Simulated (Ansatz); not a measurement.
# CsI: the cell at several levels of theory

One table from this session's results is given with a row withheld; the runs are named, their logs left out.

Program: Ansatz 0.2.0. PAW datasets, plane waves, zero pressure. The values are computed, spin-unpolarised, and not measurements.

## Starting point

Space group Pm-3m (No. 221), cubic; a = 4.567 Å in the conventional setting, 47.62 Å³ an atom. Cs has 8 I at 3.95 Å; I has 8 Cs at 3.95 Å.

Structure file:

Space group Pm-3m (No. 221). a = 4.567 Å, b = 4.567 Å, c = 4.567 Å, α = 90.00°, β = 90.00°, γ = 90.00°
```json
{"atom": "Cs", "site": "1a", "symmetry": "m-3m", "x": "0.0000", "y": "0.0000", "z": "0.0000"}
{"atom": "I", "site": "1b", "symmetry": "m-3m", "x": "0.5000", "y": "0.5000", "z": "0.5000"}
```

Set-up of the first run:

input.yaml reads:

```yaml
crystal:
  lattice:
    - [4.5667, 0.0, 0.0]
    - [0.0, 4.5667, 0.0]
    - [0.0, 0.0, 4.5667]
  atoms:
    - { symbol: Cs, position: [0.0, 0.0, 0.0] }
    - { symbol: I, position: [0.5, 0.5, 0.5] }
kpoints:
  mp_grid: { grid: [6, 6, 6] }
hamiltonian:
  xc: pbe
scf:
  occupations: { method: fermi_dirac, width: 0.02 }
relax:
  f_tol: 0.005
  cell: {}
```

On the command line:

```sh
$ ansatz run input.yaml --threads 2 --pin off --max-ram 4608MiB --backend cpu --events-out ev --progress --plain --runs-dir out
```

Among the steps run: PBE: cell and atoms; r2SCAN: cell and atoms; PBEsol: cell and atoms; LDA: cell and atoms; HSE06: cell and atoms.

One table of the session follows, with a row left open; its other results are not shown here.

```
 level  a (Å)  volume (Å³/atom)
   PBE  4.666            50.794
r2SCAN  4.608            48.925
PBEsol  4.507            45.770
   LDA  4.402            42.656
 HSE06      ?                 ?
```

**Question.** Estimate the row for HSE06.

As computed: a (Å): 4.637; volume (Å³/atom): 49.848. In the column «a (Å)» it lies between r2SCAN (4.608) and PBE (4.666).

In words: The first relaxation changed the volume by +6.7 % from the start. The volume runs from LDA (least) to PBE (most), a spread of 19.1 %, or 6.0 % in length if all axes shared it alike. The meshes differ: PBE 6×6×6, r2SCAN 6×6×6, PBEsol 6×6×6, LDA 6×6×6, HSE06 4×4×4.
